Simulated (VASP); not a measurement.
# NiO: DFT+U ground state, by Hubbard U and LDAUTYPE

NiO, Fm-3m (no. 225), 4 atoms in the cell.

| Hubbard U (eV) | LDAUTYPE | Hund's J (eV) | Form of DFT+U | Gap (eV) | Largest site moment (muB) | Time (s) |
|---|---|---|---|---|---|---|
| Ni shell d, U 3.9 | 1 | 0.9 | Liechtenstein, U + J and J | 2.73 | 1.63 | 69 |
| Ni shell d, U 3 | 1 | – | Liechtenstein, J = 0 | 2.36 | 1.58 | 71 |
| Ni shell d, U 3.9 | 2 | 0.9 | Dudarev, U + J and J | 2.36 | 1.58 | 60 |
| Ni shell d, U 3 | 2 | – | Dudarev, U alone | 2.36 | 1.58 | 68 |
| Ni shell d, U 3, O shell p, U 2 | 2 | – | Dudarev, U on the anion p shell too | 2.40 | 1.59 | 76 |
| Ni shell d, U 3.9 | 4 | 0.9 | type 4, U + J and J | 1.81 | 1.53 | 68 |
| – | – | – | none | 0.94 | 1.34 | 74 |

Limits: The cell is the same for all forms and was relaxed for none; total energies under different U or different forms can't be compared; magnetic orders weren't compared, so this needn't be the magnetic ground state.

## Input of the first row

INCAR:
```
PREC     = Accurate       # precision mode
ENCUT    = 520            # plane-wave cutoff, eV
EDIFF    = 1E-6           # SCF threshold, eV
NELM     = 200            # most SCF steps
ALGO     = Normal         # electronic algorithm
ISMEAR   = 0              # smearing method
SIGMA    = 0.05           # smearing width, eV
LREAL    = False          # projectors in reciprocal space
LASPH    = True           # aspherical terms in the spheres
LMAXMIX  = 4              # l up to which the mixer works
LORBIT   = 11             # projections on sites
LWAVE    = False          # write WAVECAR
LCHARG   = False          # write CHGCAR
GGA      = PE             # functional
ISPIN    = 2              # spin polarisation
MAGMOM   = 2 -2 0 0       # initial moments
ISIF     = 2              # what is computed and relaxed
AMIX     = 0.2          
BMIX     = 1E-4         
AMIX_MAG = 0.8          
BMIX_MAG = 1E-4         
LDAU     = True           # DFT+U
LDAUTYPE = 1            
LDAUL    = 2 -1           # shell
LDAUU    = 3.9 0          # U, eV
LDAUJ    = 0.9 0        
LDAUPRINT= 1             
```

KPOINTS:
```
k-points
0
Gamma
  9 9 9
```

POSCAR:
```
NiO
1.0
    0.0000000000      2.0859016414      2.0859016414
    2.0859016414      0.0000000000      2.0859016414
    4.1718032828      2.0859016414     -2.0859016414
Ni O
2 2
Direct
    0.0000000000      0.0000000000      0.0000000000
    0.5000000000      0.0000000000      0.5000000000
    0.7500000000      0.5000000000      0.2500000000
    0.2500000000      0.5000000000      0.7500000000
```

Commands:
```
cat potpaw_PBE.64/Ni/POTCAR potpaw_PBE.64/O/POTCAR > POTCAR
mpirun -np 4 vasp_std > vasp.out
```

Changes of the last row against the first:
```
- LDAU = True
- LDAUTYPE = 1
- LDAUL = 2 -1
- LDAUU = 3.9 0
- LDAUJ = 0.9 0
- LDAUPRINT = 1
```

VASP 6.6.1 took 69 s on 4 cores (Intel Xeon Platinum 8375C @ 2.90GHz (Ice Lake)), a shared host.
